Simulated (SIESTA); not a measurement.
A run of SIESTA 5.4.2 is set up as follows.

File run.py:

```python
from ase import Atoms
from ase.calculators.siesta import Siesta
from ase.units import Ry, GPa
from ase.optimize import BFGS
from ase.filters import FrechetCellFilter

atoms = Atoms(
    ['Pb'],
    cell=[
        [0.0, 2.47502, 2.47502],
        [2.47502, 0.0, 2.47502],
        [2.47502, 2.47502, 0.0],
    ],
    scaled_positions=[
        [0.0, 0.0, 0.0],
    ],
    pbc=True,
)

fdf = {
    'SCFMustConverge': False,
    'OccupationFunction': 'FD',
    'ElectronicTemperature': '0.05 eV',
    'MaxSCFIterations': '120',
    'SCF.Mixer.Method': 'Pulay',
    'SCF.Mixer.Weight': '0.25',
    'SCF.Mixer.History': '8',
    'SCF.DM.Tolerance': '5.0e-05',
    'SCF.H.Tolerance': '1.0e-03 eV',
    'WriteForces': 'true',
    'Charge.Mulliken': 'end',
}
calc = Siesta(
    label="Pb",
    command="siesta < PREFIX.fdf > PREFIX.out",
    pseudo_path="pseudos",
    pseudo_qualifier="",
    xc=('GGA', 'PBE'),
    basis_set="DZP",
    mesh_cutoff=500 * Ry,
    energy_shift=0.002 * Ry,
    kpts=[9, 9, 9],
    spin="non-polarized",
    fdf_arguments=fdf,
)
atoms.calc = calc

opt = BFGS(FrechetCellFilter(atoms), trajectory="relax.traj")
converged = opt.run(fmax=0.04, steps=40)
print("converged:", converged)
print("cell (A):", atoms.cell.cellpar().round(5))
print("scaled positions:")
print(atoms.get_scaled_positions().round(6))
print(f"energy = {atoms.get_potential_energy():.6f} eV")
free = atoms.get_potential_energy(force_consistent=True)
print(f"free energy = {free:.6f} eV")
print("forces (eV/A):")
print(atoms.get_forces(apply_constraint=False).round(6))
print("stress (GPa, Voigt order, tension positive):", (atoms.get_stress() / GPa).round(4))
```

Potentials or basis: PseudoDojo 0.4 standard (PBE files), DZP (energy shift 0.002 Ry).

Command:

```bash
$ python run.py
```

Problem. Estimate the band gap on the k mesh.

Solution. None (metal or under the smearing width).

Problem. What does it give for the relaxed cell?

Solution. a = 3.570 Å, b = 3.570 Å, c = 3.570 Å, α = 59.99°, β = 59.99°, γ = 59.99°.

Problem. What does it give for the space group after relaxing (to 0.05 Å)?

Solution. Fm-3m (No. 225).

Final structure:
```
Pb
1.0
     0.00021    2.52471    2.52471
     2.52471    0.00021    2.52471
     2.52471    2.52471    0.00021
Pb
1
Direct
  0.00000 0.00000 0.00000
```

Caveat: semicore shells carry a single zeta, which can move pressures by several GPa and volumes by a few percent; the basis of atomic orbitals isn't converged, which shifts pressures, moduli and gaps. Spin-orbit coupling is left out, which matters for the levels of Pb.
